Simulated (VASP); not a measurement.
# ZnSn2N2 (P-4m2) in VASP: notebook

One crystal, ZnSn2N2, is run at these levels: PBE; tasks: single point.

All numbers are computed with VASP 6.6.1; they aren't measurements. Logs are shortened: lines on timing, memory, paths and dates and some standing lists are left out, and cuts for length are marked.

**1. The undisturbed crystal**

Symmetry: P-4m2, No. 115, tetragonal system. Conventional cell: a = 3.352 Å, b = 3.352 Å, c = 8.064 Å, α = 90.00°, β = 90.00°, γ = 90.00°. Sn (site symmetry 2mm) has 2 N at 2.12 Å as nearest neighbours. Around Zn (site symmetry -4m2) lie 4 N at 2.05 Å. N (site symmetry 2mm) has 2 Zn at 2.05 Å and 2 Sn at 2.12 Å as nearest neighbours.

The cell comes from a database or a generator and needn't be the stable form of this composition.

**2. Single point, PBE**

INCAR reads:

```
SYSTEM = ZnSn2N2
  ADDGRID = .FALSE.
  ALGO = Normal
  EDIFF = 1E-7
  ENCUT = 500
  GGA = PE
  ISIF = 2
  ISMEAR = 0
  LASPH = .TRUE.
  LCHARG = .FALSE.
  LREAL = .FALSE.
  LWAVE = .FALSE.
  NBANDS = 33
  NELM = 100
  PREC = Accurate
  SIGMA = 0.05
```

KPOINTS reads:

```
k-points
0
G
  2 2 1
  0 0 0
```

POSCAR reads:

```
ZnSn2N2
1.0
    3.3523260000      0.0000000000      0.0000000000
    0.0000000000      3.3523260000      0.0000000000
    0.0000000000      0.0000000000      8.0642090000
Sn Zn N
2 1 2
Direct
    0.4973440000      0.4812300000      0.3153800000
    0.4977480000      0.5263330000      0.6946440000
   -0.0161480000     -0.0098380000     -0.0046550000
   -0.0132420000      0.5408690000      0.8583280000
    0.4951850000     -0.0107610000      0.1447960000
```

Potentials or basis: VASP PAW PBE potentials, release 64 (Sn_d, Zn, N).

The run is started by

```
cat potpaw_PBE.64/Sn_d/POTCAR potpaw_PBE.64/Zn/POTCAR potpaw_PBE.64/N/POTCAR > POTCAR
mpirun -np 1 vasp_std > vasp.out
```

OUTCAR:

```text
SYSTEM = ZnSn2N2
   EDIFF = 1E-7
   ENCUT = 500
   GGA = PE
   ISIF = 2
   ISMEAR = 0
   LASPH = .TRUE.
   LREAL = .FALSE.
   NELM = 100
   PREC = Accurate

 Found      4 irreducible k-points:

 Following reciprocal coordinates:
            Coordinates               Weight
  0.000000  0.000000  0.000000      1.000000
  0.500000  0.000000  0.000000      1.000000
  0.000000  0.500000  0.000000      1.000000
  0.500000  0.500000  0.000000      1.000000
   k-points           NKPTS =      4   k-points in BZ     NKDIM =      4   number of bands    NBANDS=     33
   number of dos      NEDOS =    301   number of ions     NIONS =      5
   total plane-waves  NPLWV =  34560
   dimension x,y,z NGX =    24 NGY =   24 NGZ =   60
   dimension x,y,z NGXF=    48 NGYF=   48 NGZF=  120
   ions per type =               2   1   2
   NGX,Y,Z   is equivalent  to a cutoff of  11.90, 11.90, 12.37 a.u.
   NGXF,Y,Z  is equivalent  to a cutoff of  23.80, 23.80, 24.74 a.u.
 SYSTEM =  ZnSn2N2
   PREC   = accura    normal or accurate (medium, high low for compatibility)
   ISTART =      0    job   : 0-new  1-cont  2-samecut
   ICHARG =      2    charge: 1-file 2-atom 10-const
   ISPIN  =      1    spin polarized calculation?
   LNONCOLLINEAR =      F non collinear calculations
   LSORBIT =      F    spin-orbit coupling
   LASPH  =      T    aspherical Exc in radial PAW
   ENCUT  =  500.0 eV  36.75 Ry    6.06 a.u.   6.11  6.11 14.70*2*pi/ulx,y,z
   NELM   =    100;   NELMIN=  2; NELMDL= -5     # of ELM steps
   EDIFF  = 0.1E-06   stopping-criterion for ELM
   LREAL  =      F    real-space projection
   EDIFFG = 0.1E-05   stopping-criterion for IOM
   NSW    =      0    number of steps for IOM
   IBRION =     -1    ionic relax: 0-MD 1-quasi-New 2-CG
   NFREE  =      0    steps in history (QN), initial steepest desc. (CG)
   ISIF   =      2    stress and relaxation
   ISYM   =      2    0-nonsym 1-usesym 2-fastsym
   POTIM  = 0.5000    time-step for ionic-motion
   TEBEG  =    0.0;   TEEND  =   0.0 temperature during run
   PSTRESS=    0.0 pullay stress
   NELECT =      50.0000    total number of electrons
   NUPDOWN=      -1.0000    fix difference up-down
   EMIN   =  10.00;   EMAX   =-10.00  energy-range for DOS
   EFERMI =   0.00;   METHOD = LEGACY
   ISMEAR =     0;   SIGMA  =   0.05  broadening in eV -4-tet -1-fermi 0-gaus
   EFERMI_NEDOS =   21; number of points for ismear=-14 and -15
   IALGO  =     38    algorithm
   IMIX   =      4    mixing-type and parameters
     AMIX     =   0.40;   BMIX     =  1.00
     AMIX_MAG =   1.60;   BMIX_MAG =  1.00
  volume/ion in A,a.u.               =      18.13       122.32
  Fermi-wavevector in a.u.,A,eV,Ry     =   1.342703  2.537341 24.529295  1.802852
  Thomas-Fermi vector in A             =   2.470836
   LORBIT       =      0    0 simple, 1 ext, 2 COOP (PROOUT), +10 PAW based schemes
   GGA     = PE    functional components
   LHFCALC =     F    Hartree Fock is set to
   AEXX    =    0.0000 exact exchange contribution
   IVDW    =     0    specifies the selected vdW correction
   LEPSILON=     F    determine dielectric tensor
   LRPA    =     F    only Hartree local field effects (RPA)
 non-spin polarized calculation
 Gauss-broadening in eV      SIGMA  =   0.05
  energy-cutoff  :      500.00
  volume of cell :       90.63
 maximum number of plane-waves:      2312
   NGX = 13   NGY = 13   NGZ = 29

 number of electron      49.9999988 magnetization

 Free energy of the ion-electron system (eV)
  ---------------------------------------------------
  ext. energy  EPLUGINS =         0.00000000
  ---------------------------------------------------
  free energy    TOTEN  =       -23.18260448 eV

  energy without entropy =      -23.18159443  energy(sigma->0) =      -23.18209945

 E-fermi :   4.9872     XC(G=0): -10.1887

 val. band max:        4.9030096214   @ k =   0.5000   0.0000   0.0000
 cond. band min:       5.0714262539   @ k =   0.0000   0.5000   0.0000
 fundamental gap:      0.1684166325
 Fermi energy:         4.9872457369

 k-point     1 :       0.0000    0.0000    0.0000
  band No.  band energies     occupation
      1     -15.8680      2.00000
      2     -15.7520      2.00000
      3     -15.6998      2.00000
      4     -15.6489      2.00000
      5     -15.6232      2.00000
      6     -15.5843      2.00000
[... 25 lines left out ...]
     32      12.9502      0.00000
     33      13.2664      0.00000

 k-point     2 :       0.5000    0.0000    0.0000
  band No.  band energies     occupation
      1     -15.8292      2.00000
      2     -15.7554      2.00000
      3     -15.6539      2.00000
      4     -15.6398      2.00000
      5     -15.6159      2.00000
      6     -15.5831      2.00000
[... 25 lines left out ...]
     32      13.2715      0.00000
     33      13.7113      0.00000

 k-point     3 :       0.0000    0.5000    0.0000
  band No.  band energies     occupation
      1     -15.7768      2.00000
      2     -15.7094      2.00000
      3     -15.6840      2.00000
      4     -15.6508      2.00000
      5     -15.6415      2.00000
      6     -15.6213      2.00000
[... 25 lines left out ...]
     32      13.3378      0.00000
     33      13.6368      0.00000

 k-point     4 :       0.5000    0.5000    0.0000
  band No.  band energies     occupation
      1     -15.8168      2.00000
      2     -15.7003      2.00000
      3     -15.6918      2.00000
      4     -15.6472      2.00000
      5     -15.6242      2.00000
      6     -15.5999      2.00000
[... 25 lines left out ...]
     32      11.7101      0.00000
     33      12.4307      0.00000

------------------------ aborting loop because EDIFF is reached ----------------------------------------

  FORCE on cell =-STRESS in cart. coord.  units (eV):
  Direction    XX          YY          ZZ          XY          YZ          ZX
  --------------------------------------------------------------------------------------
  -------------------------------------------------------------------------------------
  Total        3.3269204      3.6366235     -2.9579023     -0.0137465      2.6628094      0.1538142
  in kB       58.8164390     64.2916621    -52.2925890     -0.2430235     47.0756576      2.7192728
  external PRESSURE =      23.6051707 kB  Pullay stress =       0.0000000 kB

 VOLUME and BASIS-vectors are now :
 -----------------------------------------------------------------------------
  energy-cutoff  :      500.00
  volume of cell :       90.63
      direct lattice vectors                 reciprocal lattice vectors
     3.352326000  0.000000000  0.000000000     0.298300344  0.000000000  0.000000000
     0.000000000  3.352326000  0.000000000     0.000000000  0.298300344  0.000000000
     0.000000000  0.000000000  8.064209000     0.000000000  0.000000000  0.124004723

 POSITION                                       TOTAL-FORCE (eV/Angst)
 -----------------------------------------------------------------------------------
      1.66726      1.61324      2.54329         0.109833      0.256712     -0.952859
      1.66861      1.76444      5.60175        -0.393345      0.336981      0.101126
      3.29819      3.31935      8.02667         0.224980      1.445668      1.011685
      3.30793      1.81317      6.92174         0.278854     -1.626427     -0.358747
      1.66002      3.31625      1.16767        -0.220321     -0.412934      0.198795
 -----------------------------------------------------------------------------------
    total drift:                                0.000514      0.000230     -0.000482

  FREE ENERGIE OF THE ION-ELECTRON SYSTEM (eV)
  ---------------------------------------------------
  free  energy   TOTEN  =       -23.1826044756 eV

  energy  without entropy=      -23.1815944287  energy(sigma->0) =      -23.18209945
```

Wall time 7.8 s (1 thread of Intel Xeon 6975P-C (Granite Rapids), shared host); peak memory 0.18 GiB.

The run converged, but some of its settings lie outside the range that counts as converged, so its numbers aren't taken as properties of the crystal.

Results:

- Free energy: -23.1826 eV
- Pressure: 2.4 GPa
- Largest force: 1.779 eV/Å
- Band gap on the k mesh: none (metal or under the smearing width)

Caveat: the k mesh is coarse (spacing up to 0.94 Å⁻¹), so the values aren't converged.

**3. Single point, PBE**

Changes to INCAR since step 2:

```diff
@@ -4,3 +4,3 @@
   EDIFF = 1E-7
-  ENCUT = 500
+  ENCUT = 600
   GGA = PE
```

KPOINTS is that of step 2.

POSCAR is that of step 2.

Potentials or basis: VASP PAW PBE potentials, release 64 (Sn_d, Zn, N).

The run is started by

```
cat potpaw_PBE.64/Sn_d/POTCAR potpaw_PBE.64/Zn/POTCAR potpaw_PBE.64/N/POTCAR > POTCAR
mpirun -np 1 vasp_std > vasp.out
```

Run time: 11 s. Hardware: 1 thread of Intel Xeon 6975P-C (Granite Rapids), shared host; peak memory 0.21 GiB.

These settings aren't checked as converged: the numbers below hold their error.

What came out:

- Free energy: -23.1845 eV
- Pressure: 2.3 GPa
- Largest force: 1.778 eV/Å
- Band gap on the k mesh: none (metal or under the smearing width)

Caveat: the k mesh is coarse (spacing up to 0.94 Å⁻¹), so the values aren't converged.

**4. Single point, PBE**

Changes to INCAR since step 3:

```diff
@@ -4,3 +4,3 @@
   EDIFF = 1E-7
-  ENCUT = 600
+  ENCUT = 400
   GGA = PE
```

KPOINTS reads:

```
k-points
0
G
  3 3 1
  0 0 0
```

POSCAR is that of step 3.

Potentials or basis: VASP PAW PBE potentials, release 64 (Sn_d, Zn, N).

The run is started by

```
cat potpaw_PBE.64/Sn_d/POTCAR potpaw_PBE.64/Zn/POTCAR potpaw_PBE.64/N/POTCAR > POTCAR
mpirun -np 1 vasp_std > vasp.out
```

OUTCAR:

```text
SYSTEM = ZnSn2N2
   EDIFF = 1E-7
   ENCUT = 400
   GGA = PE
   ISIF = 2
   ISMEAR = 0
   LASPH = .TRUE.
   LREAL = .FALSE.
   NELM = 100
   PREC = Accurate

 Found      5 irreducible k-points:

 Following reciprocal coordinates:
            Coordinates               Weight
  0.000000  0.000000  0.000000      1.000000
  0.333333  0.000000  0.000000      2.000000
  0.000000  0.333333  0.000000      2.000000
  0.333333  0.333333  0.000000      2.000000
 -0.333333  0.333333  0.000000      2.000000
   k-points           NKPTS =      5   k-points in BZ     NKDIM =      5   number of bands    NBANDS=     33
   number of dos      NEDOS =    301   number of ions     NIONS =      5
   total plane-waves  NPLWV =  31104
   dimension x,y,z NGX =    24 NGY =   24 NGZ =   54
   dimension x,y,z NGXF=    48 NGYF=   48 NGZF=  108
   ions per type =               2   1   2
   NGX,Y,Z   is equivalent  to a cutoff of  11.90, 11.90, 11.13 a.u.
   NGXF,Y,Z  is equivalent  to a cutoff of  23.80, 23.80, 22.26 a.u.
 SYSTEM =  ZnSn2N2
   PREC   = accura    normal or accurate (medium, high low for compatibility)
   ISTART =      0    job   : 0-new  1-cont  2-samecut
   ICHARG =      2    charge: 1-file 2-atom 10-const
   ISPIN  =      1    spin polarized calculation?
   LNONCOLLINEAR =      F non collinear calculations
   LSORBIT =      F    spin-orbit coupling
[... 57 lines left out ...]
 fundamental gap:      0.4657951120
 Fermi energy:         5.5919366252

 k-point     1 :       0.0000    0.0000    0.0000
  band No.  band energies     occupation
      1     -16.0239      2.00000
      2     -15.9580      2.00000
      3     -15.8686      2.00000
      4     -15.8088      2.00000
      5     -15.7979      2.00000
      6     -15.7474      2.00000
[... 169 lines left out ...]
     32      11.9211      0.00000
     33      13.2500      0.00000

------------------------ aborting loop because EDIFF is reached ----------------------------------------

  FORCE on cell =-STRESS in cart. coord.  units (eV):
  Direction    XX          YY          ZZ          XY          YZ          ZX
  --------------------------------------------------------------------------------------
  -------------------------------------------------------------------------------------
  Total       -0.7479960     -0.3010913     -0.4574022     -0.0034928      2.0822741      0.1692476
  in kB      -13.2237785     -5.3229768     -8.0863884     -0.0617499     36.8124070      2.9921185
  external PRESSURE =      -8.8777146 kB  Pullay stress =       0.0000000 kB

 VOLUME and BASIS-vectors are now :
 -----------------------------------------------------------------------------
  energy-cutoff  :      400.00
  volume of cell :       90.63
      direct lattice vectors                 reciprocal lattice vectors
     3.352326000  0.000000000  0.000000000     0.298300344  0.000000000  0.000000000
     0.000000000  3.352326000  0.000000000     0.000000000  0.298300344  0.000000000
     0.000000000  0.000000000  8.064209000     0.000000000  0.000000000  0.124004723

 POSITION                                       TOTAL-FORCE (eV/Angst)
 -----------------------------------------------------------------------------------
      1.66726      1.61324      2.54329        -0.012726      0.229564     -1.348208
      1.66861      1.76444      5.60175        -0.351596      0.029953      0.492019
      3.29819      3.31935      8.02667         0.220933      1.458218      1.109544
      3.30793      1.81317      6.92174         0.335964     -1.609929     -0.604924
      1.66002      3.31625      1.16767        -0.192576     -0.107806      0.351569
 -----------------------------------------------------------------------------------
    total drift:                                0.000465     -0.000124      0.000016

  FREE ENERGIE OF THE ION-ELECTRON SYSTEM (eV)
  ---------------------------------------------------
  free  energy   TOTEN  =       -23.4819040803 eV

  energy  without entropy=      -23.4719178484  energy(sigma->0) =      -23.47691096
```

OSZICAR:

```text
N       E                     dE             d eps       ncg     rms          rms(c)
DAV:   1     0.431880006719E+03    0.43188E+03   -0.21506E+04   354   0.197E+03
DAV:   2     0.392384485636E+02   -0.39264E+03   -0.37697E+03   330   0.485E+02
DAV:   3    -0.255381396342E+02   -0.64777E+02   -0.63554E+02   383   0.178E+02
DAV:   4    -0.287439495107E+02   -0.32058E+01   -0.31890E+01   388   0.434E+01
DAV:   5    -0.288251176556E+02   -0.81168E-01   -0.81115E-01   396   0.715E+00    0.149E+01
DAV:   6    -0.237960142127E+02    0.50291E+01   -0.22593E+01   540   0.619E+01    0.844E+00
DAV:   7    -0.235985788761E+02    0.19744E+00   -0.50742E+00   434   0.161E+01    0.593E+00
DAV:   8    -0.235106309664E+02    0.87948E-01   -0.64169E-01   436   0.991E+00    0.346E+00
DAV:   9    -0.234844977600E+02    0.26133E-01   -0.23487E-01   435   0.369E+00    0.831E-01
DAV:  10    -0.234816676664E+02    0.28301E-02   -0.33206E-02   428   0.207E+00    0.342E-01
DAV:  11    -0.234816044311E+02    0.63235E-04   -0.10174E-02   491   0.999E-01    0.174E-01
DAV:  12    -0.234818073117E+02   -0.20288E-03   -0.11149E-03   396   0.343E-01    0.771E-02
DAV:  13    -0.234818924378E+02   -0.85126E-04   -0.19881E-04   459   0.197E-01    0.180E-02
DAV:  14    -0.234819027965E+02   -0.10359E-04   -0.46205E-05   428   0.830E-02    0.111E-02
DAV:  15    -0.234819033262E+02   -0.52969E-06   -0.83713E-06   443   0.548E-02    0.411E-03
DAV:  16    -0.234819039337E+02   -0.60753E-06   -0.27379E-06   356   0.164E-02    0.162E-03
DAV:  17    -0.234819040740E+02   -0.14030E-06   -0.45365E-07   412   0.746E-03    0.944E-04
DAV:  18    -0.234819040803E+02   -0.63101E-08   -0.96766E-08   268   0.322E-03
   1 F= -.23481904E+02 E0= -.23476911E+02  d E =-.998623E-02
```

Wall time 8.2 s (1 thread of Intel Xeon 6975P-C (Granite Rapids), shared host); peak memory 0.17 GiB.

These settings aren't checked as converged: the numbers below hold their error.

What came out:

```
Free energy            : -23.4819 eV
Largest force          : 1.846 eV/Å
Band gap on the k mesh : none (metal or under the smearing width)
```

Caveat: the k mesh is coarse (spacing up to 0.78 Å⁻¹), so the values aren't converged; the cutoff is under 1.25 times the usual one of these potentials, so pressure, stress and relaxed cells hold a basis-set (Pulay) error.

(Part 1 of 2 ends here.)
